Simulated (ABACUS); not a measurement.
# Ni (Fm-3m) in ABACUS: further runs

Runs on Ni. Level: OLYP. Tasks: band structure, equation of state.

Everything below comes from runs of ABACUS 3.10.1. Logs are shortened: lines on timing, memory, paths and dates and some standing lists are left out, and cuts for length are marked.

## Step 1: The crystal as given

Symmetry: Fm-3m, No. 225, cubic system. Conventional cell: a = 3.475 Å, b = 3.475 Å, c = 3.475 Å, α = 90.00°, β = 90.00°, γ = 90.00°. Ni (site symmetry m-3m) has 12 Ni at 2.46 Å as nearest neighbours.

## Step 2: Band structure, OLYP, collinear spin, ferromagnetic start

Contents of INPUT:

```
INPUT_PARAMETERS
suffix              Ni
calculation         nscf
basis_type          pw
pseudo_dir          ./
symmetry            -1
dft_functional      GGA_X_OPTX+GGA_C_LYP
ecutwfc             98.0
pseudo_rcut         10
nspin               2
nbands              20
ks_solver           dav
smearing_method     fd
smearing_sigma      0.00367493
scf_thr             1e-08
scf_nmax            100
mixing_type         broyden
mixing_beta         0.4
init_chg            file
pw_diag_thr         1e-07
out_band            1
kpar                4
```

Contents of STRU:

```
ATOMIC_SPECIES
Ni 58.6934 28_Ni_18_1.7_2.2_pbe_n_v1.0.upf

LATTICE_CONSTANT
1.8897261246

LATTICE_VECTORS
0.0000000000 1.7375729350 1.7375729350
1.7375729350 0.0000000000 1.7375729350
1.7375729350 1.7375729350 0.0000000000

ATOMIC_POSITIONS
Direct

Ni
0.0
1
0.0000000000 0.0000000000 0.0000000000 1 1 1 mag 1
```

Contents of KPT:

```
K_POINTS
12
Line
0.00000000 0.00000000 0.00000000 10 // G
0.50000000 0.00000000 0.50000000 10 // X
0.50000000 0.25000000 0.75000000 10 // W
0.37500000 0.37500000 0.75000000 10 // K
0.00000000 0.00000000 0.00000000 10 // G
0.50000000 0.50000000 0.50000000 10 // L
0.62500000 0.25000000 0.62500000 10 // U
0.50000000 0.25000000 0.75000000 10 // W
0.50000000 0.50000000 0.50000000 10 // L
0.37500000 0.37500000 0.75000000 1 // K
0.62500000 0.25000000 0.62500000 10 // U
0.50000000 0.00000000 0.50000000 1 // X
```

Potentials or basis: SPMS ONCV 1.0 PBE, plane waves.

Launch:

```bash
> OMP_NUM_THREADS=1 mpirun -np 4 abacus > log
```

running log:

```text
ABACUS v3.10.1

               Atomic-orbital Based Ab-initio Computation at UStc

 ------------------------------------------------------------------------------------

 READING GENERAL INFORMATION
                           global_out_dir = OUT.Ni/
                           global_in_card = INPUT
                               pseudo_dir = ./
                              orbital_dir =
                                    DSIZE = 4
                                    GSIZE = 1

 READING UNITCELL INFORMATION
                                    ntype = 1
                  lattice constant (Bohr) = 1.88973
              lattice constant (Angstrom) = 1

 READING ATOM TYPE 1
                               atom label = Ni
                      L=0, number of zeta = 1
                      L=1, number of zeta = 1
                      L=2, number of zeta = 1
             number of atom for this type = 1
               magnetization of element 1 = 1

                        TOTAL ATOM NUMBER = 1
DIRECT COORDINATES
    atom                   x                   y                   z     mag                  vx                  vy                  vz
taud_Ni1            0.0000000000        0.0000000000        0.0000000000  1.0000        0.0000000000        0.0000000000        0.0000000000

                          Volume (Bohr^3) = 70.8037
                             Volume (A^3) = 10.492

 Lattice vectors: (Cartesian coordinate: in unit of a_0)
                   +0            +1.73757            +1.73757
             +1.73757                  +0            +1.73757
             +1.73757            +1.73757                  +0
 Reciprocal vectors: (Cartesian coordinate: in unit of 2 pi/a_0)
            -0.287758           +0.287758           +0.287758
            +0.287758           -0.287758           +0.287758
            +0.287758           +0.287758           -0.287758
 The esolver type has been set to : ksdft_pw

                PAO radial cut off (Bohr) = 10

 Read in pseudopotential file is 28_Ni_18_1.7_2.2_pbe_n_v1.0.upf
                     pseudopotential type = NC
          exchange-correlation functional = PBE
                 nonlocal core correction = 1
                        valence electrons = 18
                                     lmax = 2
                           number of zeta = 4
                     number of projectors = 6
                           L of projector = 0
                           L of projector = 0
                           L of projector = 1
                           L of projector = 1
                           L of projector = 2
                           L of projector = 2
 XC functional updated to : GGA_X_OPTX+GGA_C_LYP
          exchange-correlation functional = GGA_X_OPTX+GGA_C_LYP
     initial pseudo atomic orbital number = 10
 The readin total magnetization is 1

 SETUP THE ELECTRONS NUMBER
            electron number of element Ni = 18
      total electron number of element Ni = 18
            AUTOSET number of electrons:  = 18
                           occupied bands = 9
                                   NBANDS = 20
                                   NLOCAL = 9

%%%%%%%%%%%%%%%%%%%%%%%%%%%%%%%%%%%%%%%%%%%%%%%%%%%%%%%%%%%%%%%%%%%%%%%%%%%%%%%%%%%%%%%%%%%%%%%%%%%%%%%%%%
 Warning: the number of valence electrons in pseudopotential > 10 for Ni: [Ar] 3d8 4s2
 Pseudopotentials with additional electrons can yield (more) accurate outcomes, but may be less efficient.
 If you're confident that your chosen pseudopotential is appropriate, you can safely ignore this warning.
%%%%%%%%%%%%%%%%%%%%%%%%%%%%%%%%%%%%%%%%%%%%%%%%%%%%%%%%%%%%%%%%%%%%%%%%%%%%%%%%%%%%%%%%%%%%%%%%%%%%%%%%%%

 SETUP THE PLANE WAVE BASIS
 energy cutoff for charge/potential (unit:Ry) = 392
            fft grid for charge/potential = [ 30, 30, 30 ]
                        fft grid division = [ 1, 1, 1 ]
        big fft grid for charge/potential = [ 30, 30, 30 ]
                                     nbxx = 27000
                                     nrxx = 27000

 SETUP PLANE WAVES FOR CHARGE/POTENTIAL
                    number of plane waves = 9377
                         number of sticks = 583

 PARALLEL PW FOR CHARGE/POTENTIAL
     PROC   COLUMNS(POT)             PW
        1            583           9377
 --------------- sum -------------------
        1            583           9377
                            number of |g| = 146
                                  max |g| = 35.4403
                                  min |g| = 0

----------- Double Check Mixing Parameters Begin ------------
mixing_type: broyden
mixing_beta: 0.4
mixing_gg0: 1
mixing_gg0_min: 0.1
mixing_beta_mag: 1.6
mixing_gg0_mag: 0
mixing_ndim: 8
----------- Double Check Mixing Parameters End ------------

 SETUP K-POINTS
                                    nspin = 2
                                   nkstot = 102
K-POINTS DIRECT COORDINATES
[... 31 lines left out ...]
        1            187           1591

 SETUP NONLOCAL PSEUDOPOTENTIALS IN PLANE WAVE BASIS
 Ni non-local projectors:
 projector 1 L=0
 projector 2 L=0
 projector 3 L=1
 projector 4 L=1
 projector 5 L=2
 projector 6 L=2
      TOTAL NUMBER OF NONLOCAL PROJECTORS = 18

 Init Non-Local PseudoPotential table :
 Init Non-Local-Pseudopotential done.

                                     npwx = 1211

 Make real space PAO into reciprocal space.
       max mesh points in Pseudopotential = 1001
     dq(describe PAO in reciprocal space) = 0.01
                                    max q = 1192

 number of pseudo atomic orbitals for Ni is 4
WARNING: norm of atomic wavefunction # 4 of atomic type Ni is 0.999945, renormalized

 -------------------------------------------
 NONSELF-CONSISTENT
 -------------------------------------------
                                 init_chg = file
 try to read charge from file
 Read in the charge density: OUT.Ni//Ni-CHARGE-DENSITY.restart

 PW ALGORITHM --------------- ION=   1  ELEC=   1--------------------------------
 k(1/204) Iter steps (avg)=11 threshold=1e-07
 k(2/204) Iter steps (avg)=11 threshold=1e-07
 k(3/204) Iter steps (avg)=12 threshold=1e-07
 k(4/204) Iter steps (avg)=12 threshold=1e-07
 k(5/204) Iter steps (avg)=11 threshold=1e-07
 k(6/204) Iter steps (avg)=17 threshold=1e-07
 k(7/204) Iter steps (avg)=15 threshold=1e-07
 k(8/204) Iter steps (avg)=15 threshold=1e-07
 k(9/204) Iter steps (avg)=15 threshold=1e-07
 k(10/204) Iter steps (avg)=23 threshold=1e-07
[... 32 lines left out ...]
 k(43/204) Iter steps (avg)=16 threshold=1e-07
 k(44/204) Iter steps (avg)=16 threshold=1e-07
 k(45/204) Iter steps (avg)=15 threshold=1e-07
 k(46/204) Iter steps (avg)=15 threshold=1e-07
 k(47/204) Iter steps (avg)=14 threshold=1e-07
 k(48/204) Iter steps (avg)=15 threshold=1e-07
 k(49/204) Iter steps (avg)=17 threshold=1e-07
 k(50/204) Iter steps (avg)=20 threshold=1e-07
 k(51/204) Iter steps (avg)=18 threshold=1e-07
 k(52/204) Iter steps (avg)=20 threshold=1e-07
[... levels at 52 k points of this process ...]

          total magnetism (Bohr mag/cell) = 0.665082
       absolute magnetism (Bohr mag/cell) = 0.759821
                        nelec for spin up = 9.33254
                      nelec for spin down = 8.66746

 Density error is 0.00000000000
                          Error Threshold = 1.00000000000e-07
----------------------------------------------------------
     Energy           Rydberg                 eV
----------------------------------------------------------
 E_KohnSham     -313.1072906484      -4260.0432381603
 E_KS(sigma->0) -313.1065922158      -4260.0337354970
 E_Harris       -313.1072906484      -4260.0432381603
 E_band         -17.1505543689       -233.3452632761
 E_one_elec     -121.8186027701      -1657.4271200716
 E_Hartree      73.2205668633        996.2169201302
 E_xc           -38.3043270210       -521.1571055416
 E_Ewald        -226.2035308553      -3077.6569273507
 E_entropy(-TS) -0.0013968652        -0.0190053267
 E_descf        0.0000000000         0.0000000000
 E_exx          0.0000000000         0.0000000000
 E_Fermi        1.5619463854         21.2513708125
----------------------------------------------------------

 charge density convergence is achieved
 final etot is -4260.0432382 eV
 EFERMI = 21.251370813 eV

 STATE ENERGY(eV) AND OCCUPATIONS    NSPIN == 2
SPIN UP :
 1/26 kpoint (Cartesian) = 0.0000 0.0000 0.0000 (1211 pws)
       1       -82.6747     0.00980392
       2       -43.0354     0.00980392
       3       -43.0354     0.00980392
       4       -43.0354     0.00980392
       5        12.0916     0.00980392
       6        18.5208     0.00980392
[... 12 lines left out ...]
      19        61.2627        0.00000
      20        61.2627        0.00000

 2/26 kpoint (Cartesian) = 0.0000 0.028776 0.0000 (1183 pws)
       1       -82.6735     0.00980392
       2       -43.0412     0.00980392
       3       -43.0376     0.00980392
       4       -43.0376     0.00980392
       5        12.2249     0.00980392
       6        18.4724     0.00980392
[... 12 lines left out ...]
      19        59.1948        0.00000
      20        61.5402        0.00000

 3/26 kpoint (Cartesian) = 0.0000 0.057552 0.0000 (1171 pws)
       1       -82.6698     0.00980392
       2       -43.0580     0.00980392
       3       -43.0440     0.00980392
       4       -43.0440     0.00980392
       5        12.6189     0.00980392
       6        18.3330     0.00980392
[... 12 lines left out ...]
      19        58.6905        0.00000
      20        62.3586        0.00000

 4/26 kpoint (Cartesian) = 0.0000 0.086327 0.0000 (1171 pws)
       1       -82.6641     0.00980392
       2       -43.0840     0.00980392
       3       -43.0540     0.00980392
       4       -43.0540     0.00980392
       5        13.2533     0.00980392
       6        18.1195     0.00980392
[... 12 lines left out ...]
      19        60.7382        0.00000
      20        63.6850        0.00000

 5/26 kpoint (Cartesian) = 0.0000 0.11510 0.0000 (1170 pws)
       1       -82.6569     0.00980392
       2       -43.1164     0.00980392
       3       -43.0666     0.00980392
       4       -43.0666     0.00980392
       5        14.0814     0.00980392
       6        17.8564     0.00980392
[... 12 lines left out ...]
      19        63.0714        0.00000
      20        64.5678        0.00000

 6/26 kpoint (Cartesian) = 0.0000 0.14388 0.0000 (1174 pws)
       1       -82.6489     0.00980392
       2       -43.1520     0.00980392
       3       -43.0806     0.00980392
       4       -43.0806     0.00980392
       5        14.9977     0.00980392
       6        17.5720     0.00980392
[... 12 lines left out ...]
      19        64.8677        0.00000
      20        65.3439        0.00000

[... levels at 46 further k points ...]

 --------------------------------------------
 !FINAL_ETOT_IS -4260.043238160294 eV
 --------------------------------------------

 Output bands in file: OUT.Ni/BANDS_1.dat

 Output bands in file: OUT.Ni/BANDS_2.dat
```

Wall time 7.3 s (4 MPI ranks of Intel Xeon Platinum 8488C (Sapphire Rapids), shared host); peak memory 0.36 GiB.

Levels at the corners of the path, in eV from the Fermi level:
Spin up:
```
point  band 6  band 7  band 8  band 9  band 10  band 11  band 12  band 13
    Γ   -2.55   -2.55   -2.55   -1.34    -1.34    24.02    28.28    28.28
    X   -4.37   -0.62   -0.53   -0.53     2.75     9.67    15.51    15.51
    W   -3.19   -3.19   -1.40   -0.53     8.15     8.15    10.24    11.95
    K   -3.85   -2.19   -1.18   -0.79     6.07     7.65    10.53    17.87
    Γ   -2.55   -2.55   -2.55   -1.34    -1.34    24.02    28.28    28.28
    L   -2.53   -2.53   -0.67   -0.67    -0.15     6.11    22.48    25.58
    U   -3.85   -2.19   -1.18   -0.79     6.07     7.65    10.53    17.87
    W   -3.19   -3.19   -1.40   -0.53     8.15     8.15    10.24    11.95
    L   -2.53   -2.53   -0.67   -0.67    -0.15     6.11    22.48    25.58
    K   -3.85   -2.19   -1.18   -0.79     6.07     7.65    10.53    17.87
    U   -3.85   -2.19   -1.18   -0.79     6.07     7.65    10.53    17.87
    X   -4.37   -0.62   -0.53   -0.53     2.75     9.67    15.51    15.51
```
Spin down:
```csv
point,band 5,band 6,band 7,band 8,band 9,band 10,band 11,band 12
Γ,-9.08,-1.75,-1.75,-1.75,-0.64,-0.64,23.85,28.22
X,-4.41,-3.72,0.12,0.38,0.38,2.64,9.91,15.45
W,-3.47,-2.55,-2.55,-0.73,0.38,8.27,8.27,10.40
K,-3.64,-3.28,-1.53,-0.49,0.10,6.22,7.80,10.69
Γ,-9.08,-1.75,-1.75,-1.75,-0.64,-0.64,23.85,28.22
L,-4.49,-1.84,-1.84,-0.27,0.16,0.16,6.49,22.32
U,-3.64,-3.28,-1.53,-0.49,0.10,6.22,7.80,10.69
W,-3.47,-2.55,-2.55,-0.73,0.38,8.27,8.27,10.40
L,-4.49,-1.84,-1.84,-0.27,0.16,0.16,6.49,22.32
K,-3.64,-3.28,-1.53,-0.49,0.10,6.22,7.80,10.69
U,-3.64,-3.28,-1.53,-0.49,0.10,6.22,7.80,10.69
X,-4.41,-3.72,0.12,0.38,0.38,2.64,9.91,15.45
```

Caveat: the density is read from an earlier self-consistent run, whose mesh may be coarse; the potentials were made for another functional, which shifts forces and pressure.

## Step 3: Equation of state, OLYP, collinear spin, ferromagnetic start, 9.86 Å³/atom (volume scaled by 0.94)

Contents of run_abacus.py:

```python
"""ABACUS run from a structure file: ASE reads it, the script writes STRU, KPT and INPUT."""
import re
import subprocess
from ase.io import read
from ase.units import Bohr

atoms = read("Ni.xyz")
atoms = atoms[(-atoms.numbers).argsort(kind="stable")]  # ABACUS lists atoms element by element
pseudo = {'Ni': '28_Ni_18_1.7_2.2_pbe_n_v1.0.upf'}
orbital = {}
magmoms = [1.0]
kmesh = [10, 10, 10]
params = {
    'suffix': 'Ni',
    'calculation': 'scf',
    'basis_type': 'pw',
    'pseudo_dir': './',
    'symmetry': 1,
    'dft_functional': 'GGA_X_OPTX+GGA_C_LYP',
    'ecutwfc': 98,
    'pseudo_rcut': 10,
    'nspin': 2,
    'nbands': 14,
    'ks_solver': 'dav',
    'smearing_method': 'fd',
    'smearing_sigma': 0.00367493,
    'scf_thr': 1e-08,
    'scf_nmax': 100,
    'mixing_type': 'broyden',
    'mixing_beta': 0.4,
    'cal_force': 1,
    'cal_stress': 1,
    'kpar': 4,
}

symbols = atoms.get_chemical_symbols()
elements = list(dict.fromkeys(symbols))
lines = ["ATOMIC_SPECIES"] + [f"{e} {atoms.get_masses()[symbols.index(e)]:.4f} {pseudo[e]}" for e in elements]
if orbital:
    lines += ["", "NUMERICAL_ORBITAL"] + [orbital[e] for e in elements]
lines += ["", "LATTICE_CONSTANT", f"{1 / Bohr:.10f}", "", "LATTICE_VECTORS"]
lines += [" ".join(f"{x:.10f}" for x in v) for v in atoms.cell]
lines += ["", "ATOMIC_POSITIONS", "Direct"]
for e in elements:
    lines += ["", e, "0.0", str(symbols.count(e))]
    for i, p in enumerate(atoms.get_scaled_positions(wrap=False)):
        if symbols[i] == e:
            mag = "" if magmoms is None else " mag " + " ".join(str(x) for x in (magmoms[i] if isinstance(magmoms[i], list) else [magmoms[i]]))
            lines.append(" ".join(f"{x:.10f}" for x in p) + " 1 1 1" + mag)
open("STRU", "w").write("\n".join(lines) + "\n")
open("KPT", "w").write("K_POINTS\n0\nGamma\n%d %d %d 0 0 0\n" % tuple(kmesh))
open("INPUT", "w").write("INPUT_PARAMETERS\n" + "".join(f"{k:<20s}{v}\n" for k, v in params.items()))

done = subprocess.run(['mpirun', '-np', '4', 'abacus'])
if done.returncode:
    raise SystemExit(done.returncode)
log = open("OUT.Ni/running_scf.log").read()
print("final energy (eV):", re.findall(r"FINAL_ETOT_IS (\S+)", log))
```

Contents of Ni.xyz:

```xyz
1
Lattice="0.0000000000 1.7021023080 1.7021023080 1.7021023080 0.0000000000 1.7021023080 1.7021023080 1.7021023080 0.0000000000" Properties=species:S:1:pos:R:3 pbc="T T T"
Ni     0.0000000000      0.0000000000      0.0000000000
```

Potentials or basis: SPMS ONCV 1.0 PBE, plane waves.

Launch:

```bash
> OMP_NUM_THREADS=1 python run_abacus.py > log
```

Run time: 7.8 s. Hardware: 4 MPI ranks of Intel Xeon Platinum 8488C (Sapphire Rapids), shared host; peak memory 0.36 GiB.

The run converged. Its results:

- Free energy: -4260.6336 eV
- Pressure: 29.7 GPa
- Band gap on the k mesh: none (metal or under the smearing width)
- Net moment: 0.65 μB per cell
- Absolute moment: 0.73 μB per cell

Caveat: the potentials were made for another functional, which shifts forces and pressure.

## Step 4: Equation of state, OLYP, collinear spin, ferromagnetic start, 10.28 Å³/atom (volume scaled by 0.98)

run_abacus.py is that of step 3.

Contents of Ni.xyz:

```xyz
1
Lattice="0.0000000000 1.7259110183 1.7259110183 1.7259110183 0.0000000000 1.7259110183 1.7259110183 1.7259110183 0.0000000000" Properties=species:S:1:pos:R:3 pbc="T T T"
Ni     0.0000000000      0.0000000000      0.0000000000
```

Launch:

```bash
> OMP_NUM_THREADS=1 python run_abacus.py > log
```

Run time: 7.7 s. Hardware: 4 MPI ranks of Intel Xeon Platinum 8488C (Sapphire Rapids), shared host; peak memory 0.36 GiB.

It converged, with:

```yaml
Free_energy: -4260.6957 eV
Pressure: 18.0 GPa
Band_gap_on_the_k_mesh: none (metal or under the smearing width)
Net_moment: 0.66 μB per cell
Absolute_moment: 0.75 μB per cell
```

Caveat: the potentials were made for another functional, which shifts forces and pressure.

## Step 5: Equation of state, OLYP, collinear spin, ferromagnetic start, 10.70 Å³/atom (volume scaled by 1.02)

run_abacus.py is that of step 4.

Contents of Ni.xyz:

```xyz
1
Lattice="0.0000000000 1.7490803739 1.7490803739 1.7490803739 0.0000000000 1.7490803739 1.7490803739 1.7490803739 0.0000000000" Properties=species:S:1:pos:R:3 pbc="T T T"
Ni     0.0000000000      0.0000000000      0.0000000000
```

Launch:

```bash
> OMP_NUM_THREADS=1 python run_abacus.py > log
```

It took 7.1 s on 4 MPI ranks of Intel Xeon Platinum 8488C (Sapphire Rapids), shared host; peak memory 0.36 GiB.

It converged, with:

```
Free energy            : -4260.7305 eV
Pressure               : 8.6 GPa
Band gap on the k mesh : none (metal or under the smearing width)
Net moment             : 0.67 μB per cell
Absolute moment        : 0.77 μB per cell
```

Caveat: the potentials were made for another functional, which shifts forces and pressure.

## Step 6: Equation of state, OLYP, collinear spin, ferromagnetic start, 11.12 Å³/atom (volume scaled by 1.06)

run_abacus.py is that of step 5.

Contents of Ni.xyz:

```xyz
1
Lattice="0.0000000000 1.7716516424 1.7716516424 1.7716516424 0.0000000000 1.7716516424 1.7716516424 1.7716516424 0.0000000000" Properties=species:S:1:pos:R:3 pbc="T T T"
Ni     0.0000000000      0.0000000000      0.0000000000
```

Potentials or basis: SPMS ONCV 1.0 PBE, plane waves.

Launch:

```bash
> OMP_NUM_THREADS=1 python run_abacus.py > log
```

Run time: 7.2 s. Hardware: 4 MPI ranks of Intel Xeon Platinum 8488C (Sapphire Rapids), shared host; peak memory 0.36 GiB.

It converged, with:

```
Free energy            : -4260.7432 eV
Pressure               : 1.2 GPa
Band gap on the k mesh : none (metal or under the smearing width)
Net moment             : 0.68 μB per cell
Absolute moment        : 0.78 μB per cell
```

Caveat: the potentials were made for another functional, which shifts forces and pressure.

## Step 7: Equation of state, OLYP, collinear spin, ferromagnetic start

This step only gathers the single runs of the series.

Results:

```
Equilibrium volume : 11.20 Å³/atom (rough: see the caveat)
Bulk modulus       : 171 GPa (rough)
```

Energy against volume, from the lowest point:
| volume (Å³/atom) | energy (meV/atom) |
| --- | --- |
| 9.862 | 109.62 |
| 10.282 | 47.50 |
| 10.702 | 12.79 |
| 11.122 | 0.00 |

Caveat: the minimum lies outside the volumes run; the potentials were made for another functional, which shifts forces and pressure.
